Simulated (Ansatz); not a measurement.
**AlN: the gap under strain**

AlN, P6_3mc, a = 3.130 Å, c = 5.018 Å. Ansatz: PBE, PAW, 420 eV, Γ-centred 12×12×6 mesh on 4 atoms, Gaussian smearing 0.02 eV; no spin polarisation. Series: equal strain along all axes, cell held, atoms relaxed; x is the strain in per cent. The gap is sought over the whole zone.

| x (%) | gap y (eV) |
| --- | --- |
| -4.5 | 5.100 |
| -3.0 | 4.840 |
| -1.5 | 4.428 |
| 0.0 | 4.034 |
| 1.5 | ? |
| 3.0 | 3.296 |
| 4.5 | 2.950 |

Task: Fit y = E0 + c1 x + c2 x² to the other rows, give the deformation potential for this strain, and predict the missing gap.

Result: Least squares on the rows shown. y = 4.0597 − 0.24467 x − 0.0012667 x². The deformation potential is 100 c1 = -24.47 eV per unit strain of each axis, or a third of that, -8.16 eV, as the usual dE_g/d ln V. With a term in x³ added, the coefficient of x becomes -0.2680, 10 % more, which shows how far this figure hangs on the form. At x = 1.5 the fit asked for gives 3.690 eV. The run gave 3.655 eV, so the fit is 0.035 eV too high, within twice the rms miss on the fitted rows (0.031 eV). Note that a band edge changes its point in the zone among the fitted rows.

Semilocal functionals give gaps under the measured ones; changes of the gap mostly carry over better.